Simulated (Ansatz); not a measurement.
**ZrSe₂: a line through an energy map**

One line of a two-coordinate grid on ZrSe₂ (P-3m1, No. 164; 3 atoms in the cell): c/a of the conventional cell is varied, at volume per atom = 25.29 Å³.

The COD entry's cell or inner coordinates are ideal or old and differ from later refinements, so a difference from it is no clean test against experiment.

Method: DFT PBE+D3(BJ), scalar-relativistic, plane waves, PAW, in Ansatz 0.2.0.

20 further runs of the same task are left out: 20 set aside as unsound or not needed.

## Step 1: The structure to begin with

The structure is trigonal, space group P-3m1 (No. 164). Conventional cell: a = 3.736 Å, b = 3.736 Å, c = 6.035 Å, α = 90.00°, β = 90.00°, γ = 120.00°. Zr (site symmetry -3m) has 6 Se at 2.68 Å as nearest neighbours. Se (site symmetry 3m) is surrounded by 3 Zr at 2.68 Å.

Structure file:

```cif
data_structure
_symmetry_space_group_name_H-M 'P-3m1'
_symmetry_Int_Tables_number 164
_cell_length_a 3.7361
_cell_length_b 3.7361
_cell_length_c 6.0353
_cell_angle_alpha 90.000
_cell_angle_beta 90.000
_cell_angle_gamma 120.000
_cell_volume 72.96
loop_
_atom_site_label
_atom_site_type_symbol
_atom_site_symmetry_multiplicity
_atom_site_Wyckoff_symbol
_atom_site_fract_x
_atom_site_fract_y
_atom_site_fract_z
_atom_site_occupancy
Zr1 Zr 1 a 0.00000 0.00000 0.00000 1
Se1 Se 2 d 0.33333 0.66667 0.26481 1
```

This cell was relaxed beforehand with the same method: volume 24.32 Å³/atom, gap on the mesh none (metal).

## Step 2: Plan of the line

The energy is mapped over volume and the cell's shape.

The axes are (1) volume per atom: 7 values from 21.40 to 27.24 Å³; (2) c/a of the conventional cell: 7 values from 1.491 to 1.750.

Nothing else is relaxed (fractional coordinates fixed). Energies count from the relaxed crystal. Points are written as (first, second).

## Step 3: Grid point (25.29 Å³, 1.573)

input.yaml

```yaml
crystal:
  lattice:
    - [3.8191504333, 0.0, 0.0]
    - [-1.9095752166, 3.3074812961, 0.0]
    - [0.0, 0.0, 6.0067598015]
  atoms:
    - { symbol: Zr, position: [0.0, 0.0, 0.0] }
    - { symbol: Se, position: [0.3333333333, 0.6666666667, 0.2648050718] }
    - { symbol: Se, position: [0.6666666667, 0.3333333333, 0.7351949282] }
basis:
  ecutwfc: 420
kpoints:
  mp_grid: { grid: [15, 15, 8] }
hamiltonian:
  xc: pbe
  pseudopotentials: { kind: paw, azcp: { folder: soft_1 } }
  dispersion: d3bj
scf:
  occupations: { method: gaussian, width: 0.15 }
output:
  forces: true
  stress: true
  eigenvalues: true
```

Command:

```sh
ansatz run input.yaml --threads 1 --pin off --max-ram 2048MiB --backend cpu --events-out ev --progress --plain --runs-dir out
```

The session goes on with these runs: the other points of the line.

**Question.** What will these runs give? Wanted: for each run, c/a of the conventional cell; energy; slope; pressure; largest force on an atom.

As calculated:

```
c/a of the conventional cell  step  energy (meV/atom)  slope (meV/atom per unit)  pressure (GPa)  band gap on the k-mesh (eV)  largest force on an atom (eV/Å)
                       1.491     –                 33                       −376          −3.161                        0.000                             0.15
                       1.531     –                 20                       −253          −3.129                        0.000                             0.21
                       1.573     3                 13                       −128          −3.104                        0.000                             0.29
                       1.615     4                 10                         −3          −3.087                        0.120                             0.39
                       1.659     5                 12                        120          −3.084                        0.072                             0.51
                       1.704     6                 20                        239          −3.106                        0.000                             0.63
                       1.750     7                 34                        352          −3.158                        0.000                             0.76
```

Energies count from the relaxed crystal. Rows without a step come from runs not printed here or follow by symmetry. Slopes come from the forces (and the stress, where the cell changes), not from differences of energies.

The lowest point of the line is at 1.615, 10 meV/atom from the zero. A fit to energies and slopes at the lowest point and its two neighbours puts the minimum at 1.6164, with a curvature of about 2900 meV/atom per (unit)². The highest point computed, at 1.750, lies 24 meV/atom above the lowest. The gap on the mesh reads zero on part of the line; semilocal functionals close small gaps early. This is one cut through a surface in two coordinates; the map's lowest point lies off it. With the other coordinates free, the energies away from the reference would be the same or lower. The gap on the mesh closes on part of the grid.

Counted by bands, a gap of 0.04 to 0.09 eV stays open on the mesh in 2 runs that read as metallic: the smearing reaches across it.
